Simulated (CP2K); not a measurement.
The system is In.

```
CELL_PARAMETERS angstrom
3.26063 0.00000 0.00000
-1.08688 3.07415 0.00000
-1.08688 -1.53708 2.66229
ATOMIC_POSITIONS crystal
In 0.00000 0.00000 0.00000
```

This isn't the form of In at room conditions, which is tetragonal.

Base run:

```yaml
Program: CP2K 2026.2
Functional: PBEsol
Dispersion: D3
Potentials_or_basis: POTENTIAL_UZH In GTH-PBE-q13; TZVP-MOLOPT-PBE-GTH basis
Density_cutoff: 6123 eV
k_mesh: 10 × 10 × 10
Occupations: fermi-dirac, width 0.05 eV
Spin: no spin polarisation
```

Its results: band gap on the k mesh none (metal or under the smearing width); pressure -2.1 GPa.

Question: The run is repeated on the same cell with these changes: dispersion from D3 to D3(BJ)+ATM. What comes out?

Answer: Band gap on the k mesh none (metal or under the smearing width); pressure -3.0 GPa.

Caveats: the potentials were made for another functional, which shifts forces and pressure; the basis of atomic orbitals isn't converged, which shifts pressures, moduli and gaps; pairwise dispersion overbinds metals, which lowers pressure and volume.
